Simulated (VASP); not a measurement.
Runs of VASP 6.6.1 on Nd. Symmetry: P6_3/mmc, No. 194, hexagonal system. Conventional cell: a = 3.657 Å, b = 3.657 Å, c = 5.902 Å, α = 90.00°, β = 90.00°, γ = 120.00°. Nd (site symmetry -6m2) has 12 Nd at 3.63 to 3.66 Å as nearest neighbours. This isn't the form of Nd at room conditions, which is double hcp.

```tsv
task	level	potentials or basis	spin	U	cutoff (eV)	smearing	LDAUTYPE	hund's J	gap on the mesh (eV)	pressure (GPa)	moment (μB)
single point	RPBE	VASP PAW PBE potentials, release 64 (Nd_3), 4f in core	collinear, ferromagnetic start	-	520	gaussian 0.05 eV	-	-	none	3.2	0.00
band structure	PBE+D3(BJ)+U	VASP PAW PBE potentials, release 64 (Nd_3), 4f in core	collinear, ferrimagnetic start	Nd f U = 6 eV, J = 1.0 eV	520	gaussian 0.05 eV	2	1	-	-	0.00
single point	PBE	VASP PAW PBE potentials, release 64 (Nd)	collinear, ferromagnetic start	-	520	fermi-dirac 0.05 eV	-	-	none	(a)	8.23
single point	LDA	VASP PAW PBE potentials, release 64 (Nd)	collinear, ferromagnetic start	-	500	gaussian 0.1 eV	-	-	none	-5.5	(b)
```

Alike in all rows: cell as given; k mesh 8 × 8 × 5.

Q: Fill in the values left out.

A: (a) 0.4; (b) 8.04.

Caveats: the magnetic or orbital state may not be the lowest; spin-orbit coupling is left out, which moves the levels of the heavy elements; the PAW data sets were made with another functional, which shifts forces and pressure a little (some runs); the 4f electrons are frozen in the core as for a trivalent ion, so they carry no moment and show no levels (some runs); U is put on an f shell that these potentials keep in the core, so it has next to no effect (some runs); pairwise dispersion overbinds metals, which lowers pressure and volume (some runs).

A k mesh can miss the band edges, and the runs leave out spin-orbit coupling on Nd.

A gap of «none» marks a metal or a gap under the smearing width.

Not every run made on this cell is shown here.
